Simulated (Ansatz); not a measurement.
Consider the ligand exchange at the Al–C bond: `[AlH2][CH2]CI` + `CCCS` → `CCC[S][AlH2]` + `CCI`.

Program: Ansatz. Geometries: PBE0-D4/def2-TZVP. ΔE: electronic, gas phase. CCSD(T)/CBS is the MP2 limit (def2-TZVPP, def2-QZVPP) plus CCSD(T) − MP2 in def2-TZVPP, frozen cores. DFT in def2-TZVPP. B3LYP here is the variant with VWN-RPA as its local correlation; programs differ in this. def2 core potentials past Kr. For I outer-core shells are correlated without core-valence functions, which leaves a few kJ/mol of doubt a bond. One conformer a species, not always the lowest.

```
             level  ΔE (kJ/mol)
           PBE0-D4       -125.8
          B3LYP-D4       -124.1
           ωB97X-V       -125.0
           ωB97M-V       -123.8
               PBE       -123.0
     HF/def2-TZVPP       -132.0
    MP2/def2-QZVPP       -128.6
SCS-MP2/def2-QZVPP       -127.9
```

Task: What does CCSD(T)/CBS give? (Best estimate.)

Result: Computed: -127.1 kJ/mol. The listed levels differ from it by 1.3, 3.0, 2.1, 3.3, 4.1, -4.9, -1.5, -0.8 kJ/mol.

Largest T1 diagnostic among the species: 0.010.

In def2-TZVPP, CCSD(T) changes the Hartree–Fock value by +6.4 kJ/mol (the triples alone add −0.2 kJ/mol) and MP2 by +4.1 kJ/mol.

CCSD(T)/CBS has its own doubt, a few kJ/mol and more with outer-core shells, so smaller differences from it don't rank the levels.
